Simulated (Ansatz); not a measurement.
# ZnS (F-43m): relaxing the cell for a phonon run

Wanted: the relaxed cell of ZnS (F-43m).

Main program and level: Ansatz 0.2.0; DFT PBE, scalar-relativistic, plane waves, PAW.

**Measured values to reproduce.**

For ZnS, sphalerite (zinc blende) (untreated commercial multispectral-grade CVD/HIP polycrystalline window), “On the Surface Hardening of Zinc Sulfide Windows by Gallium Sulfide” (2024, pmc:11595366) gives, by powder X-ray diffraction: lattice constant a (cubic a, untreated; bracketed figure appears to be the next digit …) 5.411 Å [commercial polycrystalline ceramic window; bracketed digit ambiguous (next digit or …].

For ZnS, zincblende (literature value, sample not described, 19 K), “Electronic, vibrational, and thermodynamic properties of ZnS (zincblende and rocksalt structure)” (2009, arxiv:0911.5022) quotes earlier work: band gap (direct gap E0 at Gamma) 3.85 eV [literature value at 19 K; includes electron-phonon renormalization, which the paper puts …].

Report form: the programs' logs are mostly left out.

The database entry behind the starting cell differs from later determinations by our own check (about 0.1 % short), so it need not match the best structure at ambient conditions.

### 1. Set-up

The structure is cubic, space group F-43m (No. 216). The conventional cell has a = 5.404 Å, b = 5.404 Å, c = 5.404 Å, α = 90.00°, β = 90.00°, γ = 90.00°. Nearest to Zn lie 4 S at 2.34 Å. Nearest to S lie 4 Zn at 2.34 Å. Farther neighbours and most contacts between anions are not listed.

### 2. A coarse first look

First a cheap look: the gap decides the mesh and the occupations, the pressure tells how far the cell has to move.

input.yaml

```yaml
crystal:
  lattice:
    - [0.0, 2.702, 2.702]
    - [2.702, 0.0, 2.702]
    - [2.702, 2.702, 0.0]
  atoms:
    - { symbol: Zn, position: [0.25, 0.25, 0.25] }
    - { symbol: S, position: [0.0, 0.0, 0.0] }
kpoints:
  mp_grid: { grid: [6, 6, 6] }
hamiltonian:
  xc: pbe
scf:
  occupations: { method: gaussian, width: 0.1 }
output:
  forces: true
  stress: true
  eigenvalues: true
```

Run with:

```bash
ansatz run input.yaml --threads 4 --pin off --max-ram 7168MiB --backend cpu --events-out ev --progress --plain --runs-dir out
```

The job ended after 0.85 s (4 threads of Arm Neoverse V2, shared host; peak memory 0.28 GiB).

This step gave:

```
pressure           : 1.617 GPa
gap on the k-mesh  : 2.108 eV
volume per atom    : 19.73 Å³
direct gap on mesh : 2.108 eV
```

The coarse mesh shows a gap of 2.11 eV and a pressure of 1.6 GPa.

### 3. Bringing the structure to rest

Harmonic phonons are second derivatives at a point where the forces vanish, and they are wanted at zero stress, so atoms and cell are relaxed first.

input.yaml, the sections that differ from step 2:

```yaml
kpoints:
  mp_grid: { grid: [10, 10, 10] }
scf:
  occupations: { method: gaussian, width: 0.02 }
output:
  forces: true
  stress: true
  eigenvalues: true
  write_density: true
  write_potential: true
  elf: true
  volumetric_format: npy
relax:
  adjacent_minimum: "off"
  f_tol: 0.005
  max_steps: 80
  cell: { stress_tol: 0.05 }
# crystal, hamiltonian: as in step 2
```

Elapsed: 3.6 s, on 4 threads; peak memory 0.34 GiB; 13 s of CPU time.

The steps of the relaxation:

```tsv
step	energy less that of the first step (eV)	largest force component (eV/Å)	pressure (GPa)	volume (Å³)
1	0.0000	0.0000	1.60	39.45
2	-0.0033	0.0000	0.68	39.94
3	-0.0039	0.0000	0.02	40.31
4*	-0.0043	0.0000	0.02	40.31
```

Relaxation steps marked * repeat the geometry before them on a plane-wave basis chosen anew for their cell, so energy and pressure can jump there.

The run keeps the 24 symmetry operations that it works with, so distortions that break them were not tested.

```tsv
conventional cell, symmetrised	before	after	change
a (Å)	5.404	5.443	+0.7 %
b (Å)	5.404	5.443	+0.7 %
c (Å)	5.404	5.443	+0.7 %
volume (Å³/atom)	19.73	20.16	+2.2 %
```

Final coordinates:

```
Zn S
1.0
     0.00000    2.72148    2.72148
     2.72148    0.00000    2.72148
     2.72148    2.72148    0.00000
Zn S
1 1
Direct
  0.25000 0.25000 0.25000
  0.00000 0.00000 0.00000
```

This step gave:

| Item | Value |
| --- | --- |
| pressure | 0.02430 GPa |
| gap on the k-mesh | 2.016 eV |
| volume per atom | 20.16 Å³ |
| direct gap on mesh | 2.016 eV |

ELF in the ac plane of a cell with a along [110], b along [-110] and c along [001] of the cube at fractional y = 0.000, with atoms of Zn and S within 0.2 Å of it. It is the smooth field of the valence electrons, not physical close to the nuclei.

Ten even steps from '0' (0.00) to '9' (0.85), each cell a mean:
```
389621269835984124895
998311138999952112699
884100014888621001268
542100012454320000234
111210121111121001211
001111111000011111100
000111110000011111100
000001000000000000000
000000000000000000000
210000000122100000012
753100013576420000246
987300037899851002589
788620268877974014797
169731379613895115983
```
Columns run along a (7.7 Å), rows up along c (5.4 Å), edges of the conventional cell, whose origin can differ from the input's. Atoms in or near the plane, at fractional coordinates: Zn at (0.75, 0.75), Zn at (0.25, 0.75), S at (0.50, 0.00), S at (0.00, 0.00).

Valence density in the ac plane of a cell with a along [110], b along [-110] and c along [001] of the cube at fractional y = 0.000, with atoms of Zn and S within 0.2 Å of it. It is the smooth field of the valence electrons, not physical close to the nuclei.

Ten steps, logarithmic in the rise over the least value, from '0' (0 e/Å³) to '9' (33 e/Å³), each cell a mean:
```
232111112322321111232
322123212232212332122
111268621111114874111
001379731000015995100
000246420000013663100
000012100000001221000
000000000000000000000
000000000000000000000
000000000000000000000
000000000000000000000
100000000010000000000
211000001122100000012
322000002233210000123
122100012212210000222
```
Columns run along a (7.7 Å), rows up along c (5.4 Å), edges of the conventional cell, whose origin can differ from the input's. Atoms in or near the plane, at fractional coordinates: Zn at (0.75, 0.75), Zn at (0.25, 0.75), S at (0.50, 0.00), S at (0.00, 0.00).

Electrostatic potential energy in the ac plane of a cell with a along [110], b along [-110] and c along [001] of the cube at fractional y = 0.000, with atoms of Zn and S within 0.2 Å of it. With pseudopotentials it is smooth inside the atoms' cores, unlike the true potential.

Ten even steps from '_' (-34 eV) to '@' (11 eV), each cell a mean:
```
....**%%%%%%%%%%++....__--##%%%%%%%%##::__
::==####==--==####==::--**%%++----**%%**--
%%%%%%==____..==%%%%%%%%%%**::____::##%%%%
@@@@%%--______--%%@@@@@@@@**..____..**@@@@
@@@@%%++..__::++%%@@@@@@@@##--....--##@@@@
@@@@@@%%**++**%%@@@@@@@@@@@@##++++##@@@@@@
@@@@@@@@@@@@@@@@@@@@@@@@@@@@@@@@@@@@@@@@@@
@@@@@@@@@@@@@@@@@@@@@@@@@@@@@@@@@@@@@@@@@@
@@@@@@@@@@@@@@@@@@@@@@@@@@@@@@@@@@@@@@@@@@
@@@@@@@@@@@@@@@@@@@@@@@@@@@@@@@@@@@@@@@@@@
@@@@@@@@@@@@@@@@@@@@@@@@@@@@@@@@@@@@@@@@@@
**##@@@@@@@@@@@@@@##**##%%@@@@@@@@@@@@%%**
__::##@@@@@@@@@@##::__..++%%@@@@@@@@%%==..
::__++%%@@@@@@%%++__::..::##@@@@@@@@##::..
```
Columns run along a (7.7 Å; values clipped at the 3rd and 97th percentile), rows up along c (5.4 Å), edges of the conventional cell, whose origin can differ from the input's. Atoms in or near the plane, at fractional coordinates: Zn at (0.75, 0.75), Zn at (0.25, 0.75), S at (0.50, 0.00), S at (0.00, 0.00).

In this step the volume went from 19.73 to 20.16 Å³/atom.

### 4. Tight relaxation

Phonons need a cell at rest on their own settings, so the relaxation is repeated with tight tolerances on forces and stress, using the mesh and the filling of the phonon run that follows.

input.yaml

```yaml
crystal:
  lattice:
    - [0.0, 2.7214810285, 2.7214810285]
    - [2.7214810285, 0.0, 2.7214810285]
    - [2.7214810285, 2.7214810285, 0.0]
  atoms:
    - { symbol: Zn, position: [0.25, 0.25, 0.25] }
    - { symbol: S, position: [0.0, 0.0, 0.0] }
kpoints:
  mp_grid: { grid: [12, 12, 12] }
hamiltonian:
  xc: pbe
scf:
  occupations: { method: fixed }
output:
  forces: true
  stress: true
  eigenvalues: true
relax:
  adjacent_minimum: "off"
  f_tol: 0.001
  max_steps: 60
  cell: { stress_tol: 0.01 }
```

Run time: 4.9 s. Hardware: 4 threads; peak memory 0.36 GiB.

Little changed from the start: no atom moved by 0.005 Å and no cell edge by 0.1 %.

Numbers from this step:

* pressure: -1.47e-4 GPa
* gap on the k-mesh: 2.015 eV
* direct gap on mesh: 2.015 eV

The forces vanish by symmetry and the pressure is 0.000 GPa, within the tolerances set. The cell now holds 20.16 Å³/atom.

### 5. Summary of results

| Property | Result |
| --- | --- |
| space group after relaxation (within 0.01 Å) | F-43m |
| lattice constant a | 5.444 Å |
| lattice constant b | 5.444 Å |
| lattice constant c | 5.444 Å |
| volume per atom | 20.2 Å³ |
| gap on the k-mesh | 2.01 eV |

In words: The forces vanish by symmetry and the pressure is 0.000 GPa, within the tolerances set. The cell now holds 20.16 Å³/atom. The relaxation keeps the symmetry of its start, so it says nothing on stability against lower symmetry.

Calculation against experiment:

| quantity | measured | PBE, PAW |
| --- | --- | --- |
| lattice constant a (Å) | 5.411 | 5.444 (+0.6 %) |
| band gap (direct gap) (eV) | 3.85 | 2.01 (-1.84 eV) |

Measured values from pmc:11595366 (2024) and arxiv:0911.5022 (2009).

**Verdict.** The lattice constant a is off by +0.6 %: good agreement. The band gap is off by -1.84 eV: a clear miss. Local and semilocal functionals usually give gaps below the measured ones. Zero-point and thermal motion shift the measured gap. The grades are ours: good and fair within 0.7 and 1.5 % for the lattice constant a. Zero-point motion and thermal expansion are not in the computed lattice constants. As a rule both would widen the computed cell, so the excess over experiment is if anything larger than shown.

[Logs are printed without paths, hosts, clocks, repeated set-up lines and the standing remarks that a program may print on its own settings, such as how far it seeks lower states.]

[Hosts, paths, dates, database ids (printed as entryN), source tags and the programs' standing remarks are cut or masked in the printed files.]
